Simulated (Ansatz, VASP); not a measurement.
# HgGe: VASP beside Ansatz

Wanted: the spread between two codes on one cell, functional and k mesh. The cell is invented: As first built, before any earlier steps moved the atoms (in the runner's words): it takes the TiZn structure with all of its atoms replaced by other elements, volume scaled by an estimate. It may not be a known or stable phase. The cell is taken from a series of VASP runs on this material, whose earlier steps may have relaxed, scaled or displaced it; both programs get it as it stands.

Program: Ansatz 0.2.0. Level of theory: plane waves, with VASP 6.6.1 beside it; relaxation of cell and atoms at PBEsol. Results are calculated unless marked as measured.

## 1. Set-up

Symmetry: P4mm, No. 99, tetragonal system. The conventional cell has a = 3.470 Å, b = 3.470 Å, c = 3.470 Å, α = 90.00°, β = 90.00°, γ = 90.00°. Hg has 8 Ge at 3.00 to 3.01 Å nearest. Nearest to Ge lie 8 Hg at 3.00 to 3.01 Å. As first built, before any earlier steps moved the atoms (in the runner's words): sites of the TiZn structure (space group 221) filled with other elements, volume scaled by an estimate. Farther neighbours are not listed.

## 2. VASP: relaxation of cell and atoms, PBEsol

The relaxed volume is the usual yardstick between codes: its relative difference is about their pressure difference at one cell divided by the bulk modulus.

Lines of VASP's logs that name or quote its potential files are left out, and so is its time.

Input file INCAR:

```
SYSTEM = HgGe
PREC = Accurate
ENCUT = 410
EDIFF = 1E-06
NELM = 100
ISMEAR = -1
SIGMA = 0.05
LREAL = .FALSE.
ALGO = Normal
GGA = PS
NBANDS = 19
LORBIT = 11
LWAVE = .FALSE.
LCHARG = .FALSE.
IBRION = 2
NSW = 60
ISIF = 3
EDIFFG = -0.01
```

Input file POSCAR:

```
HgGe
1.0
    3.4703525100      0.0000000000      0.0000000000
    0.0000000000      3.4703525100      0.0000000000
    0.0000000000      0.0000000000      3.4699717200
Hg Ge
1 1
Direct
    0.5000000000      0.5000000000      0.9988478600
    0.0000000000      0.0000000000      0.5029641400
```

Input file KPOINTS:

```
Automatic mesh
0
Gamma
6 6 6
0 0 0
```

PAW data sets: Hg and Ge_d (PBE family, release 64).

Command:

```console
mpirun -np 1 vasp_std
```

Numbers of over 12 decimals in the logs are rounded to 6 here.

The log of the run:

```text
[banner, memory and clock lines left out]
running    1 mpi-ranks, on    1 nodes
 distrk:  each k-point on    1 cores,    1 groups
 distr:  one band on    1 cores,    1 groups

 POSCAR found type information on POSCAR HgGe
 POSCAR found :  2 types and       2 ions
|                                                                             |
|               ----> ADVICE to this user running VASP <----                  |
|                                                                             |
|     You enforced a specific xc type in the INCAR file but a different       |
|     [... a line on the potential file left out ...]
|     I HOPE YOU KNOW WHAT YOU ARE DOING!                                     |
|                                                                             |

 LDA part: xc-table for (Slater+PW92), standard interpolation
 POSCAR, INCAR and KPOINTS ok, starting setup
 FFT: planning ... GRIDC
 FFT: planning ... GRID_SOFT
 FFT: planning ... GRID
 WAVECAR not read
 entering main loop
       N       E                     dE             d eps       ncg     rms          rms(c)
DAV:   1     0.182532677428E+03    0.18253E+03   -0.11909E+04  1733   0.279E+03
DAV:   2     0.118827652340E+02   -0.17065E+03   -0.16498E+03  1537   0.526E+02
DAV:   3    -0.481510688714E+01   -0.16698E+02   -0.16575E+02  1710   0.117E+02
DAV:   4    -0.515661006140E+01   -0.34150E+00   -0.34138E+00  1697   0.161E+01
DAV:   5    -0.516055877616E+01   -0.39487E-02   -0.39487E-02  1652   0.200E+00    0.477E+00
DAV:   6    -0.493548265177E+01    0.22508E+00   -0.73484E-01  1577   0.785E+00    0.417E+00
DAV:   7    -0.492843928633E+01    0.70434E-02   -0.48490E-02  1625   0.185E+00    0.223E+00
DAV:   8    -0.492454958328E+01    0.38897E-02   -0.42738E-03  1943   0.926E-01    0.114E-01
DAV:   9    -0.492437617203E+01    0.17341E-03   -0.66238E-04  1889   0.365E-01    0.212E-02
DAV:  10    -0.492437902360E+01   -0.28516E-05   -0.58789E-05  1790   0.107E-01    0.169E-02
DAV:  11    -0.492437996727E+01   -0.94367E-06   -0.29894E-06  1556   0.231E-02
   1 F= -.49243800E+01 E0= -.49147215E+01  d E =-.492438E+01
[... from here on, the cycles between the ionic steps are left out ...]
   2 F= -.49248534E+01 E0= -.49150845E+01  d E =-.473420E-03
   3 F= -.49246386E+01 E0= -.49147937E+01  d E =-.258636E-03
   4 F= -.49248222E+01 E0= -.49150208E+01  d E =-.442190E-03
   5 F= -.49248496E+01 E0= -.49150651E+01  d E =-.469614E-03
   6 F= -.49248514E+01 E0= -.49150696E+01  d E =-.471422E-03
   7 F= -.49248532E+01 E0= -.49150734E+01  d E =-.473192E-03
   8 F= -.49249364E+01 E0= -.49151770E+01  d E =-.832724E-04
   9 F= -.49253556E+01 E0= -.49157801E+01  d E =-.502418E-03
  10 F= -.49269771E+01 E0= -.49183044E+01  d E =-.212395E-02
  11 F= -.49327875E+01 E0= -.49270496E+01  d E =-.793437E-02
  12 F= -.49470397E+01 E0= -.49451275E+01  d E =-.221866E-01
  13 F= -.49639529E+01 E0= -.49626656E+01  d E =-.390998E-01
 curvature:  -6.39 expect dE=-0.301E+00 dE for cont linesearch -0.338E-02
 ZBRENT: increasing intervall
 opt : 193.8756  next Energy=    -4.952921 (dE=-0.281E-01)
 bond charge predicted
       N       E                     dE             d eps       ncg     rms          rms(c)
DAV:   1    -0.569946453984E+01   -0.73551E+00   -0.18858E+02  1683   0.117E+02    0.587E+00
DAV:   2    -0.529584202518E+01    0.40362E+00   -0.23882E+00  1628   0.147E+01    0.334E+00
DAV:   3    -0.499062577816E+01    0.30522E+00   -0.37398E-01  1937   0.529E+00    0.652E-01
DAV:   4    -0.499105587510E+01   -0.43010E-03   -0.33965E-02  1696   0.147E+00    0.426E-01
DAV:   5    -0.499099860873E+01    0.57266E-04   -0.86780E-04  1679   0.276E-01    0.129E-01
DAV:   6    -0.499098864489E+01    0.99638E-05   -0.42745E-05  2135   0.818E-02    0.160E-02
DAV:   7    -0.499098864929E+01   -0.43938E-08   -0.30413E-06  1421   0.195E-02
  14 F= -.49909886E+01 E0= -.49889006E+01  d E =-.661355E-01
 curvature:  20.88 expect dE= 0.135E+01 dE for cont linesearch  0.182E-02
 ZBRENT: increasing intervall
 opt : 389.7919  next Energy=    -4.983739 (dE=-0.589E-01)
 bond charge predicted
       N       E                     dE             d eps       ncg     rms          rms(c)
DAV:   1    -0.606978737710E+01   -0.10788E+01   -0.90375E+02  1667   0.390E+02    0.147E+01
DAV:   2    -0.614634870620E+01   -0.76561E-01   -0.28478E+01  1611   0.514E+01    0.749E+00
DAV:   3    -0.487951290374E+01    0.12668E+01   -0.19395E+00  1919   0.117E+01    0.249E+00
DAV:   4    -0.480830913128E+01    0.71204E-01   -0.30469E-01  1842   0.413E+00    0.111E+00
DAV:   5    -0.480764195612E+01    0.66718E-03   -0.18083E-02  1640   0.120E+00    0.397E-01
DAV:   6    -0.480731535161E+01    0.32660E-03   -0.18131E-03  2074   0.522E-01    0.936E-02
[... the rest is left out ...]
```

OUTCAR, selected parts (step 2):

```text
ion  position               nearest neighbor table
   1  0.500  0.500  0.999-   2 3.00   2 3.00   2 3.00   2 3.00   2 3.01   2 3.01   2 3.01   2 3.01

  LATTYP: Found a simple tetragonal cell.
 ALAT       =     3.4703525100
 C/A-ratio  =     0.9998902734

 Subroutine GETGRP returns: Found  8 space group operations
 (whereof  8 operations were pure point group operations)

The static configuration has the point symmetry C_4v.

 Found     40 irreducible k-points:

   k-points           NKPTS =     40   k-points in BZ     NKDIM =     40   number of bands    NBANDS=     19

   dimension x,y,z NGX =    24 NGY =   24 NGZ =   24
   dimension x,y,z NGXF=    48 NGYF=   48 NGZF=   48

   ENCUT  =  410.0 eV  30.13 Ry    5.49 a.u.   5.73  5.73  5.73*2*pi/ulx,y,z

   NELECT =      26.0000    total number of electrons

 k-points in reciprocal lattice and weights: Automatic mesh
   0.00000000  0.00000000  0.00000000       0.005
   0.16666667  0.00000000  0.00000000       0.019
   0.33333333  0.00000000  0.00000000       0.019
   0.50000000  0.00000000  0.00000000       0.009
   0.16666667  0.16666667  0.00000000       0.019
   0.33333333  0.16666667  0.00000000       0.037
   0.50000000  0.16666667  0.00000000       0.019
   0.33333333  0.33333333  0.00000000       0.019
   0.50000000  0.33333333  0.00000000       0.019
[...]
0.50000000  0.33333333  0.50000000       0.019
   0.50000000  0.50000000  0.50000000       0.005

 average (electrostatic) potential at core
       1 -38.7419       2 -74.4575

 E-fermi :   4.8240

 k-point     1 :       0.0000    0.0000    0.0000
  band No.  band energies     occupation
    ...
     10      -1.8314      2.00000
     11      -1.8314      2.00000
     12       3.9368      2.00000
     13       4.3119      1.99993
     14       4.3119      1.99993
     15       9.0933      0.00000
     16      10.8755      0.00000
     17      14.0383      0.00000
     18      15.8416      0.00000
     19      15.8416      0.00000

 k-point     2 :       0.1667    0.0000    0.0000
  band No.  band energies     occupation
    ...
      9      -2.3522      2.00000
     10      -1.8771      2.00000
     11      -1.8285      2.00000
     12       1.4605      2.00000
     13       4.7995      1.23999
     14       6.3871      0.00000
     15       9.4257      0.00000
     16      11.6753      0.00000
     17      13.8679      0.00000
     18      13.8766      0.00000
    ...

 k-point     3 :       0.3333    0.0000    0.0000
  band No.  band energies     occupation
    ...
      8      -2.7993      2.00000
      9      -2.5633      2.00000
     10      -1.9657      2.00000
     11      -1.8226      2.00000
     12      -0.6544      2.00000
     13       6.0666      0.00000
     14       7.7663      0.00000
     15      10.2538      0.00000
     16      11.0664      0.00000
     17      11.1928      0.00000
    ...

  Total       -0.0104203     -0.0104203     -0.0097557      0.0000000      0.0000000      0.0000000
  in kB       -0.4020343     -0.4020343     -0.3763919      0.0000000      0.0000000      0.0000000
  external PRESSURE =      -0.3934868 kB  Pullay stress =       0.0000000 kB

  energy-cutoff  :      410.00
  volume of cell :       41.53
      direct lattice vectors                 reciprocal lattice vectors
     3.711513084 -0.000000000 -0.000000000     0.269431894  0.000000000 -0.000000000
     0.000000000  3.711513084  0.000000000    -0.000000000  0.269431894 -0.000000000
     0.000000000  0.000000000  3.014574016     0.000000000  0.000000000  0.331721827

 POSITION                                       TOTAL-FORCE (eV/Angst)
 -----------------------------------------------------------------------------------
      1.85576      1.85576      0.00254         0.000000      0.000000      0.000283
      0.00000      0.00000      1.51021        -0.000000     -0.000000     -0.000283
 -----------------------------------------------------------------------------------
    total drift:                                0.000000     -0.000000     -0.000021

  FREE ENERGIE OF THE ION-ELECTRON SYSTEM (eV)
  ---------------------------------------------------
  free  energy   TOTEN  =        -5.0711873174 eV

  energy  without entropy=       -5.0665100873  energy(sigma->0) =       -5.06884870

 reached required accuracy - stopping structural energy minimisation

 total charge
# of ion       s       p       d       tot
------------------------------------------
    1        0.854   0.363   9.290  10.507
    2        1.294   0.825  10.008  12.126
--------------------------------------------------
tot          2.147   1.188  19.298  22.633

[... 3 further parts left out ...]
```

The run keeps the 8 symmetry operations of its start, so it cannot find a distortion of lower symmetry.

(Part 1 of 2 ends here.)

[Lines on the potential files, build, host, timing and source positions are cut from VASP's logs without a mark.]

[Logs are printed without paths, hosts, clocks, repeated set-up lines and the standing remarks that a program may print on its own settings, such as how far it seeks lower states.]

[Hosts, paths, dates, database ids (printed as entryN), source tags and the programs' standing remarks are cut or masked in the printed files.]
